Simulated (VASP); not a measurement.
# CdSe (Cadmoselite) (P6_3mc) in VASP: notebook

The runs below take CdSe (Cadmoselite) through relaxation of cell and atoms, with AM05, LDA, PBEsol.

Everything below comes from runs of VASP 6.6.1. Logs are shortened: lines on timing, memory, paths and dates and some standing lists are left out, and cuts for length are marked.

## Step 1: Starting point

The structure is hexagonal, space group P6_3mc (No. 186). Conventional cell: a = 4.300 Å, b = 4.300 Å, c = 7.020 Å, α = 90.00°, β = 90.00°, γ = 120.00°. Around Cd (site symmetry 3m) lie 4 Se at 2.61 to 2.70 Å. Around Se (site symmetry 3m) lie 4 Cd at 2.61 to 2.70 Å.

## Step 2: Relaxation of cell and atoms, AM05

INCAR

```
SYSTEM = CdSe
PREC = Accurate
ENCUT = 600
EDIFF = 1E-6
ISMEAR = 0
SIGMA = 0.03
LREAL = .False.
LASPH = .True.
NELM = 80
ALGO = Normal
ISIF = 3
LWAVE = .False.
LCHARG = .False.
GGA = AM
IBRION = 2
NSW = 90
EDIFFG = -0.01
```

KPOINTS

```
Automatic mesh
0
Gamma
  9 9 4
  0 0 0
```

POSCAR

```
CdSe
1.0
    4.3000000000      0.0000000000      0.0000000000
   -2.1500000000      3.7239092363      0.0000000000
    0.0000000000      0.0000000000      7.0200000000
Cd Se
2 2
Direct
    0.3333333333      0.6666666667      0.0000000000
    0.6666666667      0.3333333333      0.5000000000
    0.3333333333      0.6666666667      0.3850000000
    0.6666666667      0.3333333333      0.8850000000
```

Potentials or basis: VASP PAW PBE potentials, release 64 (Cd, Se).

Command:

```bash
cat potpaw_PBE.64/Cd/POTCAR potpaw_PBE.64/Se/POTCAR > POTCAR
mpirun -np 1 vasp_std > vasp.out
```

OUTCAR:

```text
SYSTEM = CdSe
   PREC = Accurate
   ENCUT = 600
   EDIFF = 1E-6
   ISMEAR = 0
   LREAL = .False.
   LASPH = .True.
   NELM = 80
   ISIF = 3
   GGA = AM
   IBRION = 2
   NSW = 90
   EDIFFG = -0.01

 ion  position               nearest neighbor table
   1  0.333  0.667  0.000-   4 2.61   4 2.61   4 2.61   3 2.70
   2  0.667  0.333  0.500-   3 2.61   3 2.61   3 2.61   4 2.70
   3  0.333  0.667  0.385-   2 2.61   2 2.61   2 2.61   1 2.70
   4  0.667  0.333  0.885-   1 2.61   1 2.61   1 2.61   2 2.70

  LATTYP: Found a hexagonal cell.
 ALAT       =     4.3000000000
 C/A-ratio  =     1.6325581395

  Lattice vectors:

 A1 = (   4.3000000000,   0.0000000000,   0.0000000000)
 A2 = (  -2.1500000000,   3.7239092363,   0.0000000000)
 A3 = (   0.0000000000,   0.0000000000,   7.0200000000)

Analysis of symmetry for initial positions (statically):
=====================================================================
 Subroutine PRICEL returns:
 Original cell was already a primitive cell.

 Routine SETGRP: Setting up the symmetry group for a
 hexagonal supercell.

 Subroutine GETGRP returns: Found 12 space group operations
 (whereof  6 operations were pure point group operations)
 out of a pool of 24 trial point group operations.

The static configuration has the point symmetry C_3v.
 The point group associated with its full space group is C_6v.

Analysis of symmetry for dynamics (positions and initial velocities):
=====================================================================
 Subroutine PRICEL returns:
 Original cell was already a primitive cell.

 Routine SETGRP: Setting up the symmetry group for a
 hexagonal supercell.

 Subroutine GETGRP returns: Found 12 space group operations
 (whereof  6 operations were pure point group operations)
 out of a pool of 24 trial point group operations.

The dynamic configuration has the point symmetry C_3v.
 The point group associated with its full space group is C_6v.

 Subroutine INISYM returns: Found 12 space group operations
 (whereof  6 operations are pure point group operations),
 and found     1 'primitive' translations

----------------------------------------------------------------------------------------

                                     Primitive cell

  volume of cell :     112.4099

  direct lattice vectors                    reciprocal lattice vectors
     4.300000000  0.000000000  0.000000000     0.232558140  0.134267504  0.000000000
    -2.150000000  3.723909236  0.000000000     0.000000000  0.268535009  0.000000000
     0.000000000  0.000000000  7.020000000     0.000000000  0.000000000  0.142450142

  length of vectors
     4.300000000  4.300000000  7.020000000     0.268535009  0.268535009  0.142450142

  position of ions in fractional coordinates (direct lattice)
     0.333333333  0.666666667  0.000000000
     0.666666667  0.333333333  0.500000000
     0.333333333  0.666666667  0.385000000
     0.666666667  0.333333333  0.885000000

  ion indices of the primitive-cell ions
   primitive index   ion index
                 1           1
                 2           2
                 3           3
                 4           4

----------------------------------------------------------------------------------------

 KPOINTS: Automatic mesh

Automatic generation of k-mesh.
 Grid dimensions read from file:
 generate k-points for:    9    9    4

 Generating k-lattice:

  Cartesian coordinates                     Fractional coordinates (reciprocal lattice)
     0.025839793  0.014918612  0.000000000     0.111111111  0.000000000  0.000000000
     0.000000000  0.029837223  0.000000000     0.000000000  0.111111111  0.000000000
     0.000000000  0.000000000  0.035612536     0.000000000  0.000000000  0.250000000

  Length of vectors
     0.029837223  0.029837223  0.035612536

  Shift w.r.t. Gamma in fractional coordinates (k-lattice)
     0.000000000  0.000000000  0.000000000

 Subroutine IBZKPT returns following result:
 ===========================================

 Found     36 irreducible k-points:

 Following reciprocal coordinates:
            Coordinates               Weight
  0.000000  0.000000  0.000000      1.000000
  0.111111 -0.000000  0.000000      6.000000
  0.222222  0.000000  0.000000      6.000000
  0.333333 -0.000000  0.000000      6.000000
  0.444444  0.000000  0.000000      6.000000
  0.111111  0.111111  0.000000      6.000000
[... 16 lines left out ...]
  0.333333  0.222222  0.250000     24.000000
  0.333333  0.333333  0.250000      4.000000
 [... further k-points ...]
   k-points           NKPTS =     36   k-points in BZ     NKDIM =     36   number of bands    NBANDS=     22
   number of dos      NEDOS =    301   number of ions     NIONS =      4
   total plane-waves  NPLWV =  72576
   dimension x,y,z NGX =    36 NGY =   36 NGZ =   56
   dimension x,y,z NGXF=    72 NGYF=   72 NGZF=  112
   ions per type =               2   2
   NGX,Y,Z   is equivalent  to a cutoff of  13.92, 13.92, 13.26 a.u.
   NGXF,Y,Z  is equivalent  to a cutoff of  27.84, 27.84, 26.52 a.u.
 SYSTEM =  CdSe
   PREC   = accura    normal or accurate (medium, high low for compatibility)
   ISTART =      0    job   : 0-new  1-cont  2-samecut
   ICHARG =      2    charge: 1-file 2-atom 10-const
   ISPIN  =      1    spin polarized calculation?
   LNONCOLLINEAR =      F non collinear calculations
   LSORBIT =      F    spin-orbit coupling
   LASPH  =      T    aspherical Exc in radial PAW
   ENCUT  =  600.0 eV  44.10 Ry    6.64 a.u.   8.59  8.59 14.02*2*pi/ulx,y,z
   NELM   =     80;   NELMIN=  2; NELMDL= -5     # of ELM steps
   EDIFF  = 0.1E-05   stopping-criterion for ELM
   LREAL  =      F    real-space projection
   EDIFFG = -.1E-01   stopping-criterion for IOM
   NSW    =     90    number of steps for IOM
   IBRION =      2    ionic relax: 0-MD 1-quasi-New 2-CG
   NFREE  =      1    steps in history (QN), initial steepest desc. (CG)
   ISIF   =      3    stress and relaxation
   ISYM   =      2    0-nonsym 1-usesym 2-fastsym
   POTIM  = 0.5000    time-step for ionic-motion
   TEBEG  =    0.0;   TEEND  =   0.0 temperature during run
   PSTRESS=    0.0 pullay stress
   NELECT =      36.0000    total number of electrons
   NUPDOWN=      -1.0000    fix difference up-down
   EMIN   =  10.00;   EMAX   =-10.00  energy-range for DOS
   EFERMI =   0.00;   METHOD = LEGACY
   ISMEAR =     0;   SIGMA  =   0.03  broadening in eV -4-tet -1-fermi 0-gaus
   EFERMI_NEDOS =   21; number of points for ismear=-14 and -15
   IALGO  =     38    algorithm
   IMIX   =      4    mixing-type and parameters
     AMIX     =   0.40;   BMIX     =  1.00
     AMIX_MAG =   1.60;   BMIX_MAG =  1.00
  volume/ion in A,a.u.               =      28.10       189.64
  Fermi-wavevector in a.u.,A,eV,Ry     =   1.120059  2.116604 17.068937  1.254531
  Thomas-Fermi vector in A             =   2.256702
   LORBIT       =      0    0 simple, 1 ext, 2 COOP (PROOUT), +10 PAW based schemes
   GGA     = AM    functional components
   LHFCALC =     F    Hartree Fock is set to
   AEXX    =    0.0000 exact exchange contribution
   IVDW    =     0    specifies the selected vdW correction
   LEPSILON=     F    determine dielectric tensor
   LRPA    =     F    only Hartree local field effects (RPA)
 conjugate gradient relaxation of ions
 non-spin polarized calculation
 Gauss-broadening in eV      SIGMA  =   0.03
  energy-cutoff  :      600.00
  volume of cell :      112.41
 maximum number of plane-waves:      3791
 NGX is ok and might be reduce to    36
   NGX = 17   NGY = 17   NGZ = 29

--------------------------------------- Ionic step        1  -------------------------------------------

 number of electron      35.9999991 magnetization

 Free energy of the ion-electron system (eV)
  ---------------------------------------------------
  ext. energy  EPLUGINS =         0.00000000
  ---------------------------------------------------
  free energy    TOTEN  =       -11.37034083 eV

  energy without entropy =      -11.37034083  energy(sigma->0) =      -11.37034083

------------------------ aborting loop because EDIFF is reached ----------------------------------------

  FORCE on cell =-STRESS in cart. coord.  units (eV):
  Direction    XX          YY          ZZ          XY          YZ          ZX
  --------------------------------------------------------------------------------------
  -------------------------------------------------------------------------------------
  Total        1.1167306      1.1167306     -0.1662998      0.0000000      0.0000000      0.0000000
  in kB       15.9167478     15.9167478     -2.3702684      0.0000000      0.0000000      0.0000000
  external PRESSURE =       9.8210757 kB  Pullay stress =       0.0000000 kB
[... 251 lines left out ...]
  energy  without entropy=      -11.3941723206  energy(sigma->0) =      -11.39417232

--------------------------------------- Ionic step        8  -------------------------------------------

 number of electron      36.0000004 magnetization

 Free energy of the ion-electron system (eV)
  ---------------------------------------------------
  ext. energy  EPLUGINS =         0.00000000
  ---------------------------------------------------
  free energy    TOTEN  =       -11.39422326 eV

  energy without entropy =      -11.39422326  energy(sigma->0) =      -11.39422326

 E-fermi :   0.8958     XC(G=0):  -8.8207

 val. band max:        0.7575494874   @ k =   0.0000   0.0000   0.0000
 cond. band min:       1.3646906451   @ k =   0.0000   0.0000   0.0000
 fundamental gap:      0.6071411577
 Fermi energy:         0.8958269739

 k-point     1 :       0.0000    0.0000    0.0000
  band No.  band energies     occupation
      1     -11.7531      2.00000
      2     -11.3886      2.00000
      3      -7.1142      2.00000
      4      -7.1068      2.00000
      5      -7.1068      2.00000
      6      -7.0414      2.00000
[... 574 lines left out ...]
      6      -6.8992      2.00000
[... 14 lines left out ...]
     21       5.5062      0.00000
     22       7.1438      0.00000

 [... further k-points ...]

------------------------ aborting loop because EDIFF is reached ----------------------------------------

  FORCE on cell =-STRESS in cart. coord.  units (eV):
  Direction    XX          YY          ZZ          XY          YZ          ZX
  --------------------------------------------------------------------------------------
  -------------------------------------------------------------------------------------
  Total       -0.0145973     -0.0145973      0.0103162      0.0000000      0.0000000      0.0000000
  in kB       -0.2043894     -0.2043894      0.1444462      0.0000000      0.0000000      0.0000000
  external PRESSURE =      -0.0881109 kB  Pullay stress =       0.0000000 kB
[... 19 lines left out ...]
  FREE ENERGIE OF THE ION-ELECTRON SYSTEM (eV)
  ---------------------------------------------------
  free  energy   TOTEN  =       -11.3942232616 eV

  energy  without entropy=      -11.3942232616  energy(sigma->0) =      -11.39422326

 reached required accuracy - stopping structural energy minimisation
```

Run time: 3.4 min. Hardware: 1 thread of Intel Xeon 6975P-C (Granite Rapids), shared host; peak memory 0.33 GiB.

Results:

```yaml
Free_energy: -11.3942 eV
Relaxed_volume: 28.61 Å³/atom
Relaxed_cell: a = 4.326 Å, b = 4.326 Å, c = 7.061 Å, α = 90.00°, β = 90.00°, γ = 120.00°
Space_group_after_relaxing_to_0.05_Å: P6_3mc (No. 186)
Energy_gained_by_relaxing: 6.0 meV/atom
Ionic_steps: 8
Pressure_after_relaxing: 0.0 GPa
Largest_force_after_relaxing: 0.007 eV/Å
Band_gap_on_the_k_mesh: 0.61 eV, direct
```

Forces on the atoms (eV/Å):
```
Cd   0.000  0.000 -0.007
Cd   0.000  0.000 -0.007
Se   0.000  0.000  0.007
Se   0.000  0.000  0.007
```

The path:
```
step  energy change (eV)  largest force (eV/Å)  pressure (GPa)  volume (Å³)
   1              0.0000                0.2681            0.98       112.41
   2             -0.0194                0.0691           -0.35       115.23
   3             -0.0196                0.0879           -0.23       114.96
   4             -0.0213                0.0464           -0.01       114.44
   5             -0.0216                0.0271            0.08       114.21
   6             -0.0226                0.0243            0.06       114.26
   7             -0.0238                0.0159            0.00       114.39
   8             -0.0239                0.0072           -0.01       114.43
```

Final structure:
```xyz
4
Lattice="4.3258 0.0000 0.0000 -2.1629 3.7463 0.0000 0.0000 0.0000 7.0608" Properties=species:S:1:pos:R:3 pbc="T T T"
Cd    0.0000    2.4975    0.0335
Cd    2.1629    1.2488    3.5639
Se    0.0000    2.4975    2.6849
Se    2.1629    1.2488    6.2153
```

Caveat: the PAW data sets were made with another functional, which shifts forces and pressure a little. Zero-point motion and thermal expansion aren't in these numbers.

(Continued in part 2 of 2.)
